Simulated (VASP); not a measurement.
A run of VASP 6.6.1:

The input INCAR:

```
SYSTEM = C
PREC = Accurate ; ENCUT = 600
EDIFF = 1E-7 ; ISMEAR = 0
SIGMA = 0.03 ; LREAL = .FALSE.
LASPH = .TRUE. ; NELM = 80
ALGO = Normal ; ISIF = 2
LWAVE = .FALSE. ; LCHARG = .FALSE.
GGA = PE ; IVDW = 12
IBRION = 2 ; NSW = 40
EDIFFG = -0.01
```

Contents of KPOINTS:

```
regular mesh
0
G
  14 14 14
  0 0 0
```

The input POSCAR:

```
C                                       
1.0
    0.0000000000      1.7421418417      1.7421418417
    1.7421418417      0.0000000000      1.7421418417
    1.7421418417      1.7421418417      0.0000000000
  C             
     2
Direct
     0.0000000000000000    0.0000000000000000    0.0000000000000000
     0.2500000000000000    0.2500000000000000    0.2500000000000000
```

Potentials or basis: VASP PAW PBE potentials, release 64 (C).

Command:

```console
$ cat potpaw_PBE.64/C/POTCAR > POTCAR
$ mpirun -np 1 vasp_std > vasp.out
```

Hardware: 1 thread of Intel(R) Xeon(R) 6975P-C (Granite Rapids), with other jobs on the host.

Question: Estimate the wall time of this run.

Answer: Wall time 4.1 s on 1 thread of Intel(R) Xeon(R) 6975P-C (Granite Rapids) (shared host), peak memory 0.13 GiB. Counts: scf iterations 12, k points 104, ion steps 1.
